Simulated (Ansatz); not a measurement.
# Relativity and the crystal structure of Ru

All-electron LAPW in Ansatz 0.2.0 under PBE, no spin polarisation, energies at zero smearing. Each structure type is relaxed to zero pressure at each level of relativity. k spacings are near 0.16 Å⁻¹ and smearing is 0.05 eV. Energies count from bcc at the same level and carry up to 5 meV/atom of mesh noise; only these types were tried.

```json
{"level": "non-relativistic", "V bcc (Å³/atom)": "?", "V hcp (Å³/atom)": "14.17", "E hcp − E bcc (meV/atom)": "-556"}
{"level": "scalar-relativistic", "V bcc (Å³/atom)": "?", "V hcp (Å³/atom)": "13.77", "E hcp − E bcc (meV/atom)": "-626"}
```

Task: Fill in "V bcc (Å³/atom)" for the row "scalar-relativistic".

Result: 14.23.

Task: Fill in "V bcc (Å³/atom)" for the row "non-relativistic".

Result: 14.64.

Task: Which type is lowest at each level, and how does relativity move the volume?

Result: non-relativistic: hcp; scalar-relativistic: hcp. The volume of hcp changes by -2.8 % from the first level to the second.
